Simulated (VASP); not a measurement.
## SnO2: dielectric tensor with LDA

Crystal: SnO2.

```
Sn O
1.0
     4.78800    0.00000    0.00000
     0.00000    4.86658    0.00000
     0.00000    0.00000    3.24090
Sn O
2 4
Direct
  0.00000 0.00000 0.00000
  0.50000 0.50000 0.50000
  0.70815 0.67896 0.00000
  0.20814 0.82104 0.50000
  0.79185 0.17896 0.50000
  0.29185 0.32104 0.00000
```

The cell is a database's computed one.

| Property | Result |
| --- | --- |
| Program | VASP 6.6.1 |
| Task | dielectric tensor |
| Functional | LDA |
| Potentials or basis | VASP PAW LDA potentials, release 64 (Sn_d, O) |
| Cutoff | 520 eV |
| k mesh | 6 × 6 × 8 |
| Occupations | gaussian, width 0.02 eV |
| Spin | no spin polarisation |
| Ladder | free |
| Further INCAR settings | ALGO = Fast; EDIFF = 1e-08 |

```json
{
 "Band gap on the k mesh": "0.70 eV, direct",
 "Electronic dielectric tensor (diagonal)": "4.94, 4.95, 5.07",
 "Born charges (mean of the diagonal)": "Sn +4.23; O -2.12 e"
}
```

Levels at points of the mesh, in eV from the valence-band top:
```
           k point  band 22  band 23  band 24  band 25  band 26  band 27  band 28  band 29  band 30  band 31
(0.00, 0.00, 0.00)    -1.20    -1.16    -0.64    -0.63     0.00     0.70     5.53     5.84     6.00    10.04
(0.50, 0.00, 0.00)    -1.74    -1.14    -1.14    -0.44    -0.44     3.73     3.73     6.41     6.41    10.30
(0.00, 0.50, 0.00)    -1.92    -1.13    -1.13    -0.57    -0.57     3.89     3.89     6.86     6.86    10.12
(0.50, 0.50, 0.00)    -1.83    -1.26    -1.26    -0.73    -0.73     4.20     4.20     6.99     6.99    10.28
(0.00, 0.00, 0.50)    -2.55    -1.47    -1.47    -1.05    -1.05     5.47     5.47     9.17     9.17    10.03
(0.50, 0.00, 0.50)    -1.74    -0.83    -0.83    -0.73    -0.73     5.77     5.77     7.57     7.57    10.15
(0.00, 0.50, 0.50)    -1.44    -1.04    -1.04    -0.62    -0.62     5.67     5.67     7.35     7.35    10.60
(0.50, 0.50, 0.50)    -2.38    -0.85    -0.85    -0.66    -0.66     4.25     4.25     8.41     8.41    10.38
```

Electronic dielectric tensor:
```
4.94 0.00 0.00
0.00 4.95 0.00
0.00 0.00 5.07
```

Born effective charge tensors (e):
atom 1, Sn
```
4.04 0.71 0.00
0.32 4.16 0.00
0.00 0.00 4.49
```
atom 2, Sn
```
 4.04 -0.71  0.00
-0.32  4.16  0.00
 0.00  0.00  4.49
```
atom 3, O
```
-2.02 -0.72  0.00
-0.78 -2.08  0.00
 0.00  0.00 -2.25
```
atom 4, O
```
-2.02  0.72  0.00
 0.78 -2.08  0.00
 0.00  0.00 -2.25
```
atom 5, O
```
-2.02  0.72  0.00
 0.78 -2.08  0.00
 0.00  0.00 -2.25
```
atom 6, O
```
-2.02 -0.72  0.00
-0.78 -2.08  0.00
 0.00  0.00 -2.25
```

Wall time 7.5 min on 4 MPI ranks on Intel(R) Xeon(R) Platinum 8488C (Sapphire Rapids), on a shared host, peak memory 0.57 GiB a rank.

Caveat: spin-orbit coupling is left out, which moves the levels of the heavy elements. Expect the measured gap to be larger: semilocal functionals such as LDA lack the derivative discontinuity.
